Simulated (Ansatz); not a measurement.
The system is TiO.

```
Ti O
1.0
     0.00000    2.46929    2.46929
     2.46929    0.00000    2.46929
     2.46929    2.46929    0.00000
Ti O
1 1
Cartesian
  0.0000 0.0000 0.0000
  1.2346 1.2346 1.2346
```

The cell comes from a database or a generator and needn't be the stable form of this composition.

```yaml
Program: Ansatz 0.2.0
Task: relaxation of cell and atoms
Functional: PBE0
Potentials_or_basis: Ansatz PAW
Cutoff: "420 eV (not typed: the program's choice for these potentials)"
k_mesh: 5 × 5 × 5
Occupations: fermi-dirac, width 0.05 eV
Spin: no spin polarisation
```

At the start: volume 15.06 Å³/atom.

Task: Where does the relaxation end?

Result: It ends after 8 steps and the volume is 12.19 Å³/atom (-19.1 %); space group F-43m (No. 216, to 0.05 Å).

The path:
```
step  energy change (eV)  largest force (eV/Å)  volume (Å³)
   1              0.0000                0.0000        30.11
   2             -0.5169                0.0000        25.92
   3             -0.5627                0.0000        23.80
   4             -0.5707                0.0000        24.48
   5             -0.5710                0.0000        24.42
   6             -0.5667                0.0000        24.42
   7             -0.5668                0.0000        24.37
   8             -0.5667                0.0000        24.37
```

Final structure:
```yaml
crystal:
  lattice:
    - [0.00000, 2.30119, 2.30119]
    - [2.30119, 0.00000, 2.30119]
    - [2.30119, 2.30119, 0.00000]
  atoms:
    - { symbol: Ti, position: [0.00000, 0.00000, 0.00000] }
    - { symbol: O, position: [0.25000, 0.25000, 0.25000] }
```

Caveat: the k mesh is coarse (spacing up to 0.44 Å⁻¹), so the values aren't converged, least of all with exact exchange; the volume moved by over 15 % at a fixed basis, so the end points are rough; the plane-wave basis is chosen anew once the cell has moved, so the energies of steps on either side of that aren't comparable; the pressure holds a Pulay correction of +0.4 GPa for the finite cutoff; the PAW data sets come from PBE, with cores solved anew for the run's functional, which leaves a small shift of forces and pressure.
